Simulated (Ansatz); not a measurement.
**Zone-centre phonons of SnTe: input and output**

These are results of DFT PBE, scalar-relativistic, plane waves, PAW in Ansatz 0.2.0, not measurements.

Launched with:
```bash
ansatz run input.yaml --threads 1 --pin off --max-ram 3072MiB --backend cpu --events-out ev --progress --plain --runs-dir out
```

Input (bare energies are in eV):
```yaml
crystal:
  lattice:
    - [0.0, 3.2051637741, 3.2051637741]
    - [3.2051637741, 0.0, 3.2051637741]
    - [3.2051637741, 3.2051637741, 0.0]
  atoms:
    - { symbol: Sn, position: [0.0, 0.0, 0.0] }
    - { symbol: Te, position: [0.5, 0.5, 0.5] }
basis:
  ecutwfc: 420
kpoints:
  mp_grid: { grid: [10, 10, 10] }
hamiltonian:
  xc: pbe
scf:
  occupations: { method: gaussian, width: 0.01 }
output:
  eigenvalues: true
phonons:
  method: dfpt
  eigenvectors: true
```

The end of the output:
```
--- Phonons (Γ-DFPT): 2 representative perturbations + reference, on 102 of 1000 k-points (Σ response iterations 6) ---
  k mesh reduced under 8 symmetry operations, with k and −k counted as one. Each operation leaves every solved perturbation unchanged. A smaller set is not used because it would not reduce the number of displacements ...
  ASR residual: 1.445e-4 → 0.000e0 eV/Å²; symmetrization residual: 7.986e-5 eV/Å²
  ASR residual per site (eV/Å²): 7.18e-5 1.45e-4
  Γ frequencies (cm⁻¹): -52.32 -52.32 -52.32 0.00 0.00 0.00
  non-analytic LO–TO correction: not included (Born effective charges unavailable; polar crystals: no LO–TO splitting at Γ)
```

The run took 30 s on 1 thread of Intel(R) Xeon(R) Platinum 8375C CPU @ 2.90GHz (Ice Lake) (shared host), peak memory 0.75 GiB.

Negative frequencies stand for imaginary ones: the cell is unstable against these modes.